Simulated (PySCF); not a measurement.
Reproducing measurements on pyridine

**The experiment to reproduce.**

NIST CCCBDB Release 22 (SRD 101), experimental dipoles lists, for the gas: dipole moment (microwave Stark effect) 2.19 D.

NIST CCCBDB Release 22 (SRD 101), experimental polarizabilities lists, for the gas: mean polarisability 9.493 Å³.

The results are set against them at the end.

Pyridine, C5H5N.
Atom-mapped SMILES: `[cH:1]1[cH:2][cH:3][n:4][cH:5][cH:6]1` (hydrogens: H7 on C1; H8 on C2; H9 on C3; H10 on C5; H11 on C6)

Cartesian coordinates in Å at the GFN2-xTB level; atoms count from 1:
```xyz
11
C5H5N angstrom
C      0.0722    1.1856   -0.0233
C      1.2195    0.4086    0.0031
C      1.0771   -0.9707    0.0253
N     -0.0950   -1.5813    0.0242
C     -1.1852   -0.8346    0.0007
C     -1.1604    0.5520   -0.0243
H      0.1373    2.2644   -0.0423
H      2.1999    0.8597    0.0067
H      1.9415   -1.6217    0.0453
H     -2.1220   -1.3770    0.0023
H     -2.0795    1.1176   -0.0435
```

Runs made with PySCF (gas phase, on this GFN2-xTB geometry; no spin–orbit coupling):

| level | job | basis functions | wall time |
| --- | --- | --- | --- |
| wB97X-D/def2-SVPD | 8 singlets by full TDDFT, 3 Tamm–Dancoff triplets, polarisability | 160 | 13 s |

Hardware: an x86-64 server with one thread, no GPU (shared host).

## Comparison

**Dipole moment.** Measured: 2.19 D (NIST CCCBDB Release 22 (SRD 101), experimental dipoles).

```tsv
level	computed (D)	computed − measured (D)	% (from the printed values)
wB97X-D/def2-SVPD	2.26	+0.07	+3
```

The computed dipoles belong to one fixed geometry; measured ones are averaged over vibrations unless marked μe. Magnitudes are compared, not signs.

**Mean polarisability.** Measured: 9.493 Å³ (NIST CCCBDB Release 22 (SRD 101), experimental polarizabilities).

| level | computed (Å³) | computed − measured (Å³) | % (from the printed values) |
| --- | --- | --- | --- |
| wB97X-D/def2-SVPD | 9.016 | -0.477 | -5 |

The computed values are static and purely electronic, with core orbitals frozen in the response (1 au = 0.148185 Å³). The table of measured values doesn't say here whether a value is static or optical, or holds a vibrational part.

The geometry is computed, not the measured one. Where a level misses, the cause wasn't examined.
